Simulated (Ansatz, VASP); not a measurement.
# Two plane-wave programs on Ge

```xyz
6
Lattice="-4.1449 4.1449 4.1449 4.1449 -4.1449 4.1449 4.1449 4.1449 -4.1449" Properties=species:S:1:pos:R:3 pbc="T T T"
Ge    2.0724    5.1811    0.0000
Ge    0.0000    2.0724    5.1811
Ge    3.1086    4.1449    2.0724
Ge    5.1811    0.0000    2.0724
Ge    2.0724    3.1086    4.1449
Ge    4.1449    2.0724    3.1086
```

Alike in both runs: task relaxation of cell and atoms; functional PBE; k mesh 6 × 6 × 6; occupations gaussian, width 0.1 eV; no spin polarisation.

|  | VASP | Ansatz |
| --- | --- | --- |
| version | VASP 6.6.1 | Ansatz 0.2.0 |
| potentials or method | VASP PAW PBE potentials, release 64 (Ge_d) | scalar-relativistic, plane waves, PAW |
| plane-wave cutoff (eV) | 600 | 420 |
| valence electrons in the cell | 84 | 84 |

Ansatz gave:

* gap on the k mesh at the Fermi level, each at its own relaxed structure (eV): none
* relaxed volume (Å³/atom): 47.62
* relaxed cell length with the largest relative difference (Å): 7.187

What did VASP give for the same quantities?

gap on the k mesh at the Fermi level, each at its own relaxed structure (eV): none; relaxed volume (Å³/atom): 47.71; relaxed cell length with the largest relative difference (Å): 7.191.

A gap of «none» marks a metal or a gap that the smearing closes. Ansatz warned: «xc_potential_rough_in_thin_density».
